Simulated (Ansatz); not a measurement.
# Sb (P2_1/m) in Ansatz: band structure with PBEsol

Aim: the band structure of Sb with PBEsol.

Everything below comes from runs of Ansatz 0.2.0. Logs are shortened: lines on timing, memory, paths and dates and some standing lists are left out, and cuts for length are marked.

### 1 The structure

The structure is monoclinic, space group P2_1/m (No. 11). The conventional cell has a = 3.122 Å, b = 4.348 Å, c = 4.406 Å, α = 90.00°, β = 90.51°, γ = 90.00°. Around Sb (site symmetry m) lie 6 Sb at 3.04 to 3.15 Å.

This isn't the form of Sb at room conditions, which is rhombohedral.

### 2 Band structure, PBEsol

File input.yaml:

```yaml
crystal:
  lattice:
    - [3.122402, 0.0, 0.0]
    - [0.0, 4.347518, 0.0]
    - [-0.038915, 0.0, 4.405852]
  atoms:
    - { symbol: Sb, position: [0.011389, 0.25, 0.241166] }
    - { symbol: Sb, position: [0.988611, 0.75, 0.758834] }
hamiltonian:
  xc: pbesol
  pseudopotentials: { kind: paw }
kpoints:
  mp_grid: { grid: [9, 6, 6] }
  band_path:
    path:
      - [[0.0, 0.0, 0.0], [0.0, 0.0, 0.5], [-0.496909211, 0.0, 0.5061930597], [-0.5, 0.0, 0.5], [-0.5, 0.5, 0.5], [-0.503090789, 0.5, 0.4938069403], [-0.5, 0.5, 0.0], [-0.5, 0.0, 0.0], [-0.503090789, 0.0, 0.4938069403]]
      - [[-0.496909211, 0.5, 0.5061930597], [0.0, 0.5, 0.5], [0.0, 0.5, 0.0]]
      - [[0.0, 0.0, 0.5], [0.0, 0.5, 0.5]]
    npoints: 14
scf:
  occupations: { method: fermi_dirac, width: 0.05 }
  n_extra_bands: 6
output:
  forces: true
  stress: true
  eigenvalues: true
  fatbands: true
  write_density: true
  write_potential: true
  elf: true
  volumetric_format: npy
```

Potentials or basis: Ansatz PAW.

Run with:

```
$ ansatz run input.yaml --threads 2 --pin off --max-ram 5632MiB --backend cpu --events-out ev --progress --plain --runs-dir out
```

Standard output:

```text
Warning: RAYON_NUM_THREADS=2 ignored (pool sized by the plan → 2); use --threads N
scf.n_extra_bands = 6 over 15 filled bands (N_el = 30.0): the run solves 21 bands
Engine: ansatz 0.2.0, aarch64-unknown-linux-gnu
Pseudopotentials: kind: paw
Pseudopotential: Sb, paw, valence charge 15, recommended cutoff 420 eV (normal), Sb.paw.azcp
Functional definition: PBEsol
  exchange = pbesol_x
  correlation = pbesol_c
Crystal: 2 atoms, lattice volume = 59.808 Å³
Basis set: ecut = 420 eV, 1169 PW (Γ), exchange–correlation on 48×60×60 points (8 copies of the dense FFT grid, shifted against one another)
Bands: 21, of which v1, the nominal top of the filled ones, is band 15 counted from 1 (14 counted from 0)
Symmetry: 4 space group operations
Space group: P21/m (ITA 11), of the structure as read, at distance tolerance 3.9e-5 Å
k-points: 112 of 324
Non-local potential: Sb, projectors of the file, l = 0: 2, l = 1: 2, l = 2: 2, l = 3: 2
PAW form: soft (Blöchl's): semilocal exchange-correlation on the pseudo side does not see the compensation charge
PAW frozen core: Sb, regenerated for the run's functional, and the local potential with it (the file was generated under x = pbe(κ = 0.804, μ = 0.2195149727645171), c = pbe(β = 0.06672455060314922))
PAW one-centre angular grid: Sb, 590 points (default); XC on 64 Gauss nodes
Initial density: superposition of atomic densities (neutral atoms: chi_scale 0, normalization atom), corrected by the library's trained network
Initial wavefunctions: pseudopotential atomic-orbital guess
Functional: x = pbesol(κ = 0.804, μ = 0.12345679012345678), c = pbesol(β = 0.046)
SCF iter   1: F=—  HF=-12816.086854 eV  |F-HF|=—  |Δ(HF+E_count)|=         —  Δρ=2.10e-3  dr2=1.90e-3  ethr=1.77e-3  ⟨swp⟩=7.2  Hψ=12709  notcnv=0  defer=11
preconditioner: auto → Kerker (q_TF=auto, 2.432 Å⁻¹)  [metal: Δε(μ)=0.028 eV  Ē_g=10.178 eV  σ=0.050 eV  W_gap=0.14  n_scr=10 (ndim 8)  ℏωp=15.2 eV  f_vac=0.002  D(μ)=1.62/eV (n_scr^D=10)]
SCF iter   2: F=—  HF=-12816.084482 eV  |F-HF|=—  |Δ(HF+E_count)|=   2.37e-3  Δρ=1.54e-3  dr2=1.09e-3  ethr=6.35e-6  ⟨swp⟩=2.6  Hψ=5033  notcnv=0  defer=57
SCF iter   3: F=—  HF=-12816.084364 eV  |F-HF|=—  |Δ(HF+E_count)|=   1.19e-4  Δρ=1.09e-3  dr2=3.45e-4  ethr=3.63e-6  ⟨swp⟩=2.0  Hψ=3894  notcnv=0  defer=57
SCF iter   4: F=—  HF=-12816.084096 eV  |F-HF|=—  |Δ(HF+E_count)|=   2.68e-4  Δρ=2.88e-4  dr2=2.95e-5  ethr=1.15e-6  ⟨swp⟩=2.0  Hψ=3865  notcnv=0  defer=57
SCF iter   5: F=—  HF=-12816.084090 eV  |F-HF|=—  |Δ(HF+E_count)|=   5.94e-6  Δρ=1.27e-4  dr2=5.61e-6  ethr=9.84e-8  ⟨swp⟩=2.0  Hψ=3481  notcnv=0  defer=57
SCF iter   6: F=—  HF=-12816.084087 eV  |F-HF|=—  |Δ(HF+E_count)|=   2.84e-6  Δρ=1.45e-5  dr2=1.04e-7  ethr=1.87e-8  ⟨swp⟩=2.0  Hψ=3807  notcnv=0  defer=57
SCF iter   7: F=-12816.084087 eV  HF=-12816.084087 eV  |F-HF|=1.08e-8  |Δ(HF+E_count)|=   3.98e-8  Δρ=6.17e-6  dr2=1.41e-8  ethr=3.33e-10  ⟨swp⟩=12.7  Hψ=16671  notcnv=0
SCF 1 converged in 7 iterations: F = -12816.084087 eV  dr2 = 1.41e-8
NSCF: frozen V_eff on 157 k-points
SCF converged after 7 iterations
Free energy (F): -12816.084087 eV
Harris-Foulkes:  -12816.084087 eV  (|F-HF|=1.08e-8)
Internal energy: -12816.071132 eV  (E = F + TS)
E sigma→0 (E₀):  -12816.077609 eV
Entropy (-TS):   -0.012956 eV (-6.478 meV/atom)
Fermi energy:    9.903352 eV
--- Per-component energies (eV) ---
  E_band       = -338.037605
  E_kinetic    = 413.876115
  E_local      = -3149.034066  (includes V_loc(G=0)·N_el)
  E_nonlocal   = 727.818693
  E_hartree    = 1424.777381
  E_xc         = -274.707055
  E_vxc        = -192.885976  (∫ρ·V_xc dr)
  E_paw        = -8998.880757  (= ΣΔE_a)
  E_vpaw       = -987.374638  (= ΣTr[D̂ρ^β])
  E_aug_tail   = -0.000004  (compensation charges beyond the density's cutoff)
  E_ewald      = -2960.585153
  E_core_change = 0.663714  (= ΣΔE_core)
  E_smearing   = -0.012956  (= −TS)
  E_closure    = -0.000000  (closes the sum)
  Σ components = -12816.084087   (vs F -12816.084087, Δ=0.00e0)
--- Forces (eV/Å), atoms counted from 1 ---
  atom   1  Sb    -0.03039619     0.00000000     0.03377608
  atom   2  Sb     0.03039619     0.00000000    -0.03377608
  max |Σ_I F_I| component: 6.94e-18 eV/Å
--- Stress (GPa, compression-positive) ---
       -1.905304       0.000000       0.079889
        0.000000      -2.499952       0.000000
        0.079888       0.000000      -2.242093
  P = ⅓ Tr σ = -2.2158 GPa (-22.158 kbar)
--- Band table (eV; the first three rows and the last of 112) ---
  k-point 0: bands = ["-19.3353", "-19.3256", "-19.2553", "-19.2385", "-19.1956", "-19.1942", "-19.1536", "-19.1526", "-19.1511", "-19.0792", "-2.6122", "2.4544", "6.2133", "6.3460", "11.8688", "12.8689", "13.0948", "13.2232", "16.5886", "16.9856", "17.1626"]
  k-point 1: bands = ["-19.3198", "-19.3194", "-19.2480", "-19.2439", "-19.1930", "-19.1915", "-19.1575", "-19.1561", "-19.1553", "-19.0964", "-2.4130", "1.7502", "6.5919", "6.7354", "11.9288", "12.0253", "12.8411", "13.0656", "16.4365", "17.2752", "18.4942"]
  k-point 2: bands = ["-19.3043", "-19.2763", "-19.2586", "-19.2288", "-19.1859", "-19.1846", "-19.1739", "-19.1639", "-19.1627", "-19.1415", "-1.8261", "0.4319", "7.3144", "7.7389", "10.1296", "10.4514", "13.6291", "14.9144", "15.5896", "17.7375", "19.9418"]
  k-point 111: bands = ["-19.2366", "-19.2366", "-19.2222", "-19.2222", "-19.2031", "-19.2031", "-19.1948", "-19.1948", "-19.1162", "-19.1162", "1.5693", "1.5693", "6.2225", "6.2225", "8.4253", "8.4253", "13.2157", "13.2157", "14.0034", "14.0034", "18.5523"]
```

Wall time 7 s (2 threads of Arm Neoverse V2, shared host); peak memory 0.4 GiB.

What came out:

| Quantity | Value |
| --- | --- |
| Free energy | -12816.0841 eV |
| Pressure | -2.2 GPa |
| Largest force | 0.045 eV/Å |
| Band gap on the k mesh | none (metal or under the smearing width) |

Forces in eV/Å, atoms in the order of the input:
```
Sb  -0.030  0.000  0.034
Sb   0.030  0.000 -0.034
```

Stress tensor (GPa, compression positive):
```
-1.91  0.00  0.08
 0.00 -2.50  0.00
 0.08  0.00 -2.24
```

Levels at the corners of the path, in eV from the Fermi level:
| point | band 13 | band 14 | band 15 | band 16 | band 17 | band 18 | band 19 | band 20 |
| --- | --- | --- | --- | --- | --- | --- | --- | --- |
| Γ | -3.69 | -3.56 | 1.97 | 2.97 | 3.19 | 3.32 | 6.69 | 7.08 |
| Y | -1.64 | -1.12 | -1.01 | -0.86 | 4.44 | 4.81 | 7.78 | 8.00 |
| H | -4.21 | -3.89 | 0.26 | 0.84 | 1.37 | 1.51 | 5.39 | 5.71 |
| C | -4.20 | -3.90 | 0.26 | 0.84 | 1.39 | 1.48 | 5.39 | 5.70 |
| E | -3.70 | -3.70 | -3.59 | -3.59 | 2.00 | 2.00 | 7.23 | 7.23 |
| M1 | -3.70 | -3.70 | -3.59 | -3.59 | 2.01 | 2.01 | 7.23 | 7.23 |
| A | -4.02 | -4.02 | 0.40 | 0.40 | 1.37 | 1.37 | 5.43 | 5.43 |
| X | -4.69 | -1.83 | -1.70 | -1.63 | 4.44 | 4.74 | 4.75 | 5.24 |
| H1 | -4.21 | -3.89 | 0.26 | 0.84 | 1.37 | 1.51 | 5.39 | 5.71 |
| M | -3.70 | -3.70 | -3.59 | -3.59 | 2.01 | 2.01 | 7.23 | 7.23 |
| D | -5.69 | -5.69 | 4.98 | 4.98 | 5.24 | 5.24 | 9.34 | 9.34 |
| Z | -1.55 | -1.55 | -0.98 | -0.98 | 4.65 | 4.65 | 8.15 | 8.15 |
| Y | -1.64 | -1.12 | -1.01 | -0.86 | 4.44 | 4.81 | 7.78 | 8.00 |
| D | -5.69 | -5.69 | 4.98 | 4.98 | 5.24 | 5.24 | 9.34 | 9.34 |

Caveat: spin-orbit coupling is left out, which moves the levels of the heavy elements; the PAW data sets come from PBE, with cores solved anew for the run's functional, which leaves a small shift of forces and pressure.

### 3 For comparison

An earlier run on the cell as given: functional PBEsol; potentials or basis Ansatz PAW; cutoff 420 eV (not typed: the program's choice for these potentials); k mesh 9 × 6 × 6; occupations fermi-dirac, width 0.05 eV; no spin polarisation.

* Pressure: -2.2 GPa
* Largest force: 0.045 eV/Å
* Band gap on the k mesh: none (metal or under the smearing width)
